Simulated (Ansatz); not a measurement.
# MgSe: the cost of one run

Program: Ansatz 0.2.0, driven from Python. Level of theory: DFT PBE, plane waves, PAW. These are calculated values, not measurements.

The COD entry's cell or inner coordinates are ideal or old and differ from later refinements, so a difference from it is no clean test against experiment.

### 1 Starting point

Symmetry: Fm-3m, No. 225, cubic system. Conventional cell: a = 5.451 Å, b = 5.451 Å, c = 5.451 Å, α = 90.00°, β = 90.00°, γ = 90.00°. Around Mg (site symmetry m-3m) lie 6 Se at 2.73 Å. Around Se (site symmetry m-3m) lie 6 Mg at 2.73 Å.

No structure file is read: the coordinates are typed or built in the script.

### 2 The code

mgse_compress.py reads:

```python
"""Volume and enthalpy of MgSe against pressure."""

import ansatz
import numpy as np

def edges_and_angles(cell):
    cell = np.asarray(cell)
    a, b, c = np.linalg.norm(cell, axis=1)
    cosines = cell[1] @ cell[2] / (b * c), cell[0] @ cell[2] / (a * c), cell[0] @ cell[1] / (a * b)
    return (a, b, c, *np.degrees(np.arccos(cosines)))

lattice = ansatz.Lattice.of(
    (0.0, 2.7255, 2.7255),
    (2.7255, 0.0, 2.7255),
    (2.7255, 2.7255, 0.0),
)
sites = [
    ("Mg", (0.0, 0.0, 0.0)),
    ("Se", (0.5, 0.5, 0.5)),
]
xtal = ansatz.Crystal(lattice=lattice)
for symbol, position in sites:
    xtal = xtal.atom(symbol, position)

job = xtal.calculation().functional("PBE").kpoints(6, 6, 6).occupations("Fixed")

# H = F + PV, with 1 GPa A^3 = 1/160.21766 eV
rows = []
for pressure in [0, 5, 10, 20]:
    result = job.relax(cell=True, pressure=pressure, force_tolerance=0.01).run(threads=1, backend="cpu")
    cell = result.lattice.cell_ang
    n_atoms = len(result.lattice.sites)
    volume = abs(np.linalg.det(cell)) / n_atoms
    enthalpy = result.report["free_energy_ev"] / n_atoms + pressure * volume / 160.21766
    rows.append((pressure, volume, enthalpy, *edges_and_angles(cell)))
    print(f"{pressure} GPa done: {volume:.4f} A^3/atom")

print(" P (GPa)  V (A^3/atom)  H (eV/atom)     a       b       c")
for row in rows:
    print("{:8.1f} {:12.4f} {:14.5f} {:7.4f} {:7.4f} {:7.4f}".format(*row[:6]))
p, v = np.array([row[0] for row in rows], float), np.array([row[1] for row in rows])
print("mean bulk modulus between rows (GPa):", np.round(-np.diff(p) / np.diff(np.log(v)), 1))
```

### 3 Running it

Started as:

```
python mgse_compress.py
```

**Question.** How long does this script take on 1 thread of Arm Neoverse V1, shared host, and how much memory does it need?

About 16 s, with a peak of 0.31 GiB.
